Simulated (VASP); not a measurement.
Wanted: the native input for a VASP 6.6.1 run.

* Task: single point
* Functional: PBE
* Potentials or basis: VASP PAW PBE potentials, release 64 (Al, Pt)
* Cutoff: 520 eV
* k mesh: 12 × 12 × 12
* Occupations: gaussian, width 0.1 eV
* Spin: no spin polarisation
* Dipole correction: no
* Further INCAR settings: ALGO = Normal; EDIFF = 1e-07; NBANDS = 15

The structure of Al2Pt lies in POSCAR:

```
Al2Pt
1.0
    0.0000000000      2.9732040976      2.9732040976
    2.9732040976      0.0000000000      2.9732040976
    2.9732040976      2.9732040976      0.0000000000
Al Pt
2 1
Direct
    0.2500000000      0.2500000000      0.2500000000
    0.7500000000      0.7500000000      0.7500000000
    0.0000000000      0.0000000000      0.0000000000
```

These files were run (other wordings do the same):

INCAR

```
SYSTEM = Al2Pt
PREC = Accurate
ENCUT = 520
EDIFF = 1E-7
ISMEAR = 0
SIGMA = 0.1
LREAL = .False.
LASPH = .True.
NELM = 80
ALGO = Normal
ISIF = 2
LWAVE = .False.
LCHARG = .False.
GGA = PE
NBANDS = 15
```

KPOINTS

```
Automatic mesh
0
Gamma
  12 12 12
  0 0 0
```

Potentials or basis: VASP PAW PBE potentials, release 64 (Al, Pt).

Command:

```bash
$ cat potpaw_PBE.64/Al/POTCAR potpaw_PBE.64/Pt/POTCAR > POTCAR
$ mpirun -np 1 vasp_std > vasp.out
```

Results of the run:

The pressure is -0.2 GPa and the band gap on the k mesh is none (metal or under the smearing width).

Wall time 18 s on 1 thread of Intel(R) Xeon(R) 6975P-C (Granite Rapids), with other jobs on the host, peak memory 0.21 GiB.
